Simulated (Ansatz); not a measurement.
Crystal: Sb.

```
Sb
1.0
     2.15420    1.24373    3.75800
    -2.15420    1.24373    3.75800
     0.00000   -2.48746    3.75800
Sb
2
Direct
  0.76651 0.76651 0.76651
  0.23349 0.23349 0.23349
```

| Quantity | Value |
| --- | --- |
| Program | Ansatz 0.2.0 |
| Task | relaxation of cell and atoms |
| Functional | revPBE |
| Dispersion | D4 |
| Potentials or basis | Ansatz PAW |
| Cutoff | 420 eV (not typed: the program's choice for these potentials) |
| k mesh | 8 × 8 × 8 |
| Occupations | fermi-dirac, width 0.05 eV |
| Spin | no spin polarisation |

At the start: volume 30.21 Å³/atom.

Q: Where does the relaxation end?

A: It ends after 5 steps and the volume is 29.24 Å³/atom (-3.2 %); space group R-3m (No. 166, to 0.05 Å).

Step by step:
```
step  energy change (eV)  largest force (eV/Å)  volume (Å³)
   1              0.0000                0.1827        60.41
   2             -0.0121                0.0185        58.68
   3             -0.0141                0.0032        58.39
   4             -0.0144                0.0021        58.49
   5             -0.0139                0.0021        58.49
```

Final structure:
```
CELL_PARAMETERS angstrom
2.15354 1.24335 3.64051
-2.15354 1.24335 3.64051
0.00000 -2.48670 3.64051
ATOMIC_POSITIONS crystal
Sb 0.76306 0.76306 0.76306
Sb 0.23694 0.23694 0.23694
```

Caveat: the plane-wave basis is chosen anew once the cell has moved, so the energies of steps on either side of that aren't comparable; pairwise dispersion overbinds metals, which lowers pressure and volume; the PAW data sets come from PBE, with cores solved anew for the run's functional, which leaves a small shift of forces and pressure.
